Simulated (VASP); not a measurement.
Wanted: the native input for a VASP 6.6.1 run.

| Quantity | Value |
| --- | --- |
| Task | band structure |
| Functional | revPBE |
| Potentials or basis | VASP PAW PBE potentials, release 64 (Pb_d, Se) |
| Cutoff | 520 eV |
| k mesh | 8 × 8 × 8 |
| Occupations | fermi-dirac, width 0.05 eV |
| Spin | no spin polarisation |
| Further INCAR settings | ALGO = Normal; EDIFF = 1e-06; NBANDS = 17 |

The system is PbSe (Clausthalite).

```
Pb Se
1.0
     0.00000    3.06065    3.06065
     3.06065    0.00000    3.06065
     3.06065    3.06065    0.00000
Pb Se
1 1
Direct
  0.00000 0.00000 0.00000
  0.50000 0.50000 0.50000
```

The input as run:

POSCAR

```
PbSe
1.0
    0.0000000000      3.0606500000      3.0606500000
    3.0606500000      0.0000000000      3.0606500000
    3.0606500000      3.0606500000      0.0000000000
Pb Se
1 1
Direct
    0.0000000000      0.0000000000      0.0000000000
    0.5000000000      0.5000000000      0.5000000000
```

INCAR.step1

```
SYSTEM = PbSe
ALGO     = Normal         ! electronic algorithm
EDIFF    = 1E-6           ! SCF threshold, eV
ENCUT    = 520            ! plane-wave cutoff, eV
GGA      = RE             ! functional
ISIF     = 2              ! what is computed and relaxed
ISMEAR   = -1             ! smearing method
LASPH    = .TRUE.         ! aspherical terms in the spheres
LCHARG   = .TRUE.         ! write CHGCAR
LREAL    = .FALSE.        ! projectors in reciprocal space
LWAVE    = .FALSE.        ! write WAVECAR
NBANDS   = 17             ! bands
NELM     = 100            ! most SCF steps
PREC     = Accurate       ! precision mode
SIGMA    = 0.05           ! smearing width, eV
```

KPOINTS.step1

```
k-points
0
G
  8 8 8
  0 0 0
```

INCAR.step2

```
SYSTEM = PbSe
ALGO     = Normal         ! electronic algorithm
EDIFF    = 1E-6           ! SCF threshold, eV
ENCUT    = 520            ! plane-wave cutoff, eV
GGA      = RE             ! functional
ICHARG   = 11             ! starting density
ISIF     = 2              ! what is computed and relaxed
ISMEAR   = 0              ! smearing method
LASPH    = .TRUE.         ! aspherical terms in the spheres
LCHARG   = .FALSE.        ! write CHGCAR
LREAL    = .FALSE.        ! projectors in reciprocal space
LWAVE    = .FALSE.        ! write WAVECAR
NBANDS   = 17             ! bands
NELM     = 100            ! most SCF steps
PREC     = Accurate       ! precision mode
SIGMA    = 0.05           ! smearing width, eV
```

KPOINTS.step2

```
path GXWKGLUWLK,UX
20
line-mode
reciprocal
 0.0000000000  0.0000000000  0.0000000000  G
 0.5000000000  0.0000000000  0.5000000000  X

 0.5000000000  0.0000000000  0.5000000000  X
 0.5000000000  0.2500000000  0.7500000000  W

 0.5000000000  0.2500000000  0.7500000000  W
 0.3750000000  0.3750000000  0.7500000000  K

 0.3750000000  0.3750000000  0.7500000000  K
 0.0000000000  0.0000000000  0.0000000000  G

 0.0000000000  0.0000000000  0.0000000000  G
 0.5000000000  0.5000000000  0.5000000000  L

 0.5000000000  0.5000000000  0.5000000000  L
 0.6250000000  0.2500000000  0.6250000000  U

 0.6250000000  0.2500000000  0.6250000000  U
 0.5000000000  0.2500000000  0.7500000000  W

 0.5000000000  0.2500000000  0.7500000000  W
 0.5000000000  0.5000000000  0.5000000000  L

 0.5000000000  0.5000000000  0.5000000000  L
 0.3750000000  0.3750000000  0.7500000000  K

 0.6250000000  0.2500000000  0.6250000000  U
 0.5000000000  0.0000000000  0.5000000000  X
```

Potentials or basis: VASP PAW PBE potentials, release 64 (Pb_d, Se).

The run is started by

```sh
$ cat potpaw_PBE.64/Pb_d/POTCAR potpaw_PBE.64/Se/POTCAR > POTCAR
$ cp INCAR.step1 INCAR
$ cp KPOINTS.step1 KPOINTS
$ mpirun -np 1 vasp_std > vasp.out
$ cp INCAR.step2 INCAR
$ cp KPOINTS.step2 KPOINTS
$ mpirun -np 1 vasp_std > vasp.out
```

Results of the run:

The band gap on the k mesh is 0.35 eV, direct. The band gap along the path is 0.35 eV, direct.

Caveat: the log is that of the step along the path at fixed density, whose energy, stress, charges and moments have no meaning; spin-orbit coupling is left out, which as a rule narrows the gap of such compounds by several tenths of an eV.

Wall time 89 s on 1 thread of Intel(R) Xeon(R) Platinum 8488C (Sapphire Rapids) (shared host), peak memory 0.32 GiB.
